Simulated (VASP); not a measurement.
# VASP 6.6.1 run: BN

INCAR

```
NBANDS = 11
ENCUT = 520
SIGMA = 0.02
ISIF = 2
LREAL = .FALSE.
NSW = 0
IBRION = -1
LWAVE = .FALSE.
LCHARG = .FALSE.
NELM = 60
PREC = Accurate
GGA = PE
LASPH = .TRUE.
ISMEAR = -1
EDIFF = 1E-7
```

KPOINTS

```
KPOINTS created by Atomic Simulation Environment
0
Monkhorst-Pack
10 10 10
0 0 0
```

POSCAR

```
B  N
 1.0000000000000000
     0.0000000000000000    1.8770184675999999    1.7733753882000001
     1.8770184675999999    0.0000000000000000    1.7733753882000001
     1.8770184675999999    1.8770184675999999    0.0000000000000000
 B   N
   1   1
Cartesian
  0.0000000000000000  0.0000000000000000  0.0000000000000000
  0.9385092338000000  0.9385092338000000  0.8866876941000000
```

The recommended PBE PAW datasets give the neutral cell 8 valence electrons.

Command

```
mpirun -np 1 vasp_std
```

OSZICAR

```
N       E                     dE             d eps       ncg     rms          rms(c)
DAV:   1     0.977207952883E+01    0.97721E+01   -0.48986E+03  6221   0.718E+02
DAV:   2    -0.177298183113E+02   -0.27502E+02   -0.26643E+02  7322   0.161E+02
DAV:   3    -0.182572081717E+02   -0.52739E+00   -0.52664E+00  7100   0.190E+01
DAV:   4    -0.182578656002E+02   -0.65743E-03   -0.65742E-03  6398   0.761E-01
DAV:   5    -0.182578662849E+02   -0.68471E-06   -0.68470E-06  7010   0.237E-02    0.640E+00
DAV:   6    -0.174413052625E+02    0.81656E+00   -0.30601E+00  6371   0.979E+00    0.307E+00
DAV:   7    -0.173869820824E+02    0.54323E-01   -0.82244E-02  6815   0.244E+00    0.185E+00
DAV:   8    -0.173745288859E+02    0.12453E-01   -0.32822E-02  6656   0.130E+00    0.163E-01
DAV:   9    -0.173746442184E+02   -0.11533E-03   -0.10975E-03  6329   0.255E-01    0.781E-02
DAV:  10    -0.173747380791E+02   -0.93861E-04   -0.13012E-04  6596   0.976E-02    0.144E-02
DAV:  11    -0.173747440012E+02   -0.59221E-05   -0.10772E-05  6993   0.266E-02    0.106E-02
DAV:  12    -0.173747440546E+02   -0.53387E-07   -0.18019E-06  6647   0.904E-03    0.643E-04
DAV:  13    -0.173747440367E+02    0.17902E-07   -0.23875E-08  3223   0.152E-03
   1 F= -.17374744E+02 E0= -.17374744E+02  d E =-.294568E-10
```

From OUTCAR

```
k-points           NKPTS =    275   k-points in BZ     NKDIM =    275   number of bands    NBANDS=     11

   NELECT =       8.0000    total number of electrons

   dimension x,y,z NGX =    20 NGY =   20 NGZ =   20
   dimension x,y,z NGXF=    40 NGYF=   40 NGZF=   40

  energy-cutoff  :      520.00
  volume of cell :       12.50
      direct lattice vectors                 reciprocal lattice vectors
     0.000000000  1.877018468  1.773375388    -0.266379904  0.266379904  0.281948201
     1.877018468  0.000000000  1.773375388     0.266379904 -0.266379904  0.281948201
     1.877018468  1.877018468  0.000000000     0.266379904  0.266379904 -0.281948201

 k-points in reciprocal lattice and weights: KPOINTS created by Atomic Simulation Env
   0.05000000  0.05000000  0.05000000       0.002
   0.15000000  0.05000000  0.05000000       0.004
   0.25000000  0.05000000  0.05000000       0.004
   0.35000000  0.05000000  0.05000000       0.004
   0.45000000  0.05000000  0.05000000       0.004
  -0.45000000  0.05000000  0.05000000       0.004
  -0.35000000  0.05000000  0.05000000       0.004
  -0.25000000  0.05000000  0.05000000       0.004
   ...

 E-fermi :   7.2863

 k-point     1 :       0.0500    0.0500    0.0500
  band No.  band energies     occupation
      1     -12.8142      2.00000
      2       6.3034      2.00000
      3       6.4951      2.00000
      4       6.9314      2.00000
      5      15.0886      0.00000
      6      15.5306      0.00000
      7      15.5321      0.00000
      8      16.3989      0.00000
      9      30.4207      0.00000
     10      31.4698      0.00000
     11      32.6722      0.00000

 k-point     2 :       0.1500    0.0500    0.0500
  band No.  band energies     occupation
      1     -12.4992      2.00000
      2       5.0413      2.00000
      3       5.8615      2.00000
      4       6.7030      2.00000
      5      15.1722      0.00000
      6      15.7556      0.00000
      7      16.2759      0.00000
      8      17.4299      0.00000
      9      29.4204      0.00000
     10      30.5370      0.00000
     11      32.3215      0.00000

 k-point     3 :       0.2500    0.0500    0.0500
  band No.  band energies     occupation
      1     -11.7410      2.00000
      2       2.4033      2.00000
      3       5.1939      2.00000
      4       6.2484      2.00000
      5      15.4691      0.00000
      6      16.4645      0.00000
      7      16.9715      0.00000
      8      19.0472      0.00000
      9      28.5875      0.00000
     10      29.7365      0.00000
     11      31.4061      0.00000

 k-point     4 :       0.3500    0.0500    0.0500
  band No.  band energies     occupation
      1     -10.6143      2.00000
      2      -0.3648      2.00000
      3       4.6475      2.00000
      4       5.7302      2.00000
      5      15.6853      0.00000
      6      16.9368      0.00000
      7      17.5130      0.00000
      8      20.3581      0.00000
      9      28.7893      0.00000
     10      29.7550      0.00000
     11      31.7192      0.00000

 k-point     5 :       0.4500    0.0500    0.0500
  band No.  band energies     occupation
      1      -9.3776      2.00000
      2      -2.6204      2.00000
      3       4.3502      2.00000
      4       5.3341      2.00000
      5      15.7976      0.00000
      6      16.9179      0.00000
      7      17.8443      0.00000
      8      21.2047      0.00000
      9      29.0162      0.00000
     10      31.3356      0.00000
     11      32.4689      0.00000

 ...

  Total       -2.0725233     -2.0725233      0.3130164      0.0000000      0.0000000      0.0000000
  in kB     -265.7310116   -265.7310116     40.1337606      0.0000000      0.0000000      0.0000000
  external PRESSURE =    -163.7760875 kB  Pullay stress =       0.0000000 kB

 POSITION                                       TOTAL-FORCE (eV/Angst)
 -----------------------------------------------------------------------------------
      0.00000      0.00000      0.00000         0.000000      0.000000     -0.000000
      0.93851      0.93851      0.88669        -0.000000     -0.000000      0.000000
 -----------------------------------------------------------------------------------
    total drift:                                0.000001      0.000001     -0.000002

  FREE ENERGIE OF THE ION-ELECTRON SYSTEM (eV)
  ---------------------------------------------------
  free  energy   TOTEN  =       -17.3747440367 eV

  energy  without entropy=      -17.3747440367  energy(sigma->0) =      -17.37474404
```

It converged. Results: gap between bands v and c on the k mesh 3.81 eV; least direct gap on the k mesh 8.15 eV; pressure -16.4 GPa. Band v is the last that the valence electrons fill when counted band by band, and c is the next.

These settings aren't sound, so the numbers aren't properties of the crystal. The shifted mesh misses Γ, so a band edge there is missed.

On sound settings PBE gives a gap of 3.49 eV on its mesh and a pressure of -16.4 GPa for the intended cell.

The run took about 23 s on one core of a shared host (Intel Xeon Platinum 8488C) and held 0.15 GiB at most.
